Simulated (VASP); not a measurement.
ZnS (Wurtzite-2H):

```
Zn S
1.0
     3.81100    0.00000    0.00000
    -1.90550    3.30042    0.00000
     0.00000    0.00000    6.23400
Zn S
2 2
Direct
  0.66667 0.33333 0.50000
  0.33333 0.66667 0.00000
  0.66667 0.33333 0.88500
  0.33333 0.66667 0.38500
```

* Program: VASP 6.6.1
* Task: relaxation of cell and atoms
* Functional: SCAN
* Potentials or basis: VASP PAW PBE potentials, release 64 (Zn, S)
* Cutoff: 600 eV
* k mesh: 8 × 8 × 5
* Occupations: gaussian, width 0.05 eV
* Spin: no spin polarisation

At the start: pressure -0.6 GPa; volume 19.60 Å³/atom.

Task: Where does the relaxation end?

Result: Over 10 steps the energy falls by 6.4 meV/atom and the volume is 19.39 Å³/atom (-1.1 %); space group P6_3mc (No. 186, to 0.05 Å).

Step by step:
```
step  energy change (eV)  largest force (eV/Å)  pressure (GPa)  volume (Å³)
   1              0.0000                0.3021           -0.56        78.41
   2             -0.0185                0.1752            0.03        77.63
   3             -0.0197                0.1200            0.24        77.44
   4             -0.0237                0.0154            0.00        77.59
   5             -0.0240                0.0194            0.00        77.62
   6             -0.0243                0.0439           -0.03        77.68
   7             -0.0253                0.0266           -0.06        77.65
   8             -0.0254                0.0116           -0.05        77.65
   9             -0.0254                0.0105           -0.05        77.65
  10             -0.0254                0.0059            0.03        77.57
```

Final structure:
```
Zn S
1.0
     3.79241    0.00000    0.00000
    -1.89621    3.28433    0.00000
     0.00000    0.00000    6.22781
Zn S
2 2
Cartesian
  1.8962 1.0948 3.1473
  0.0000 2.1895 0.0334
  1.8962 1.0948 5.4783
  0.0000 2.1895 2.3643
```

Caveat: the PAW data sets were made with another functional, which shifts forces and pressure a little.
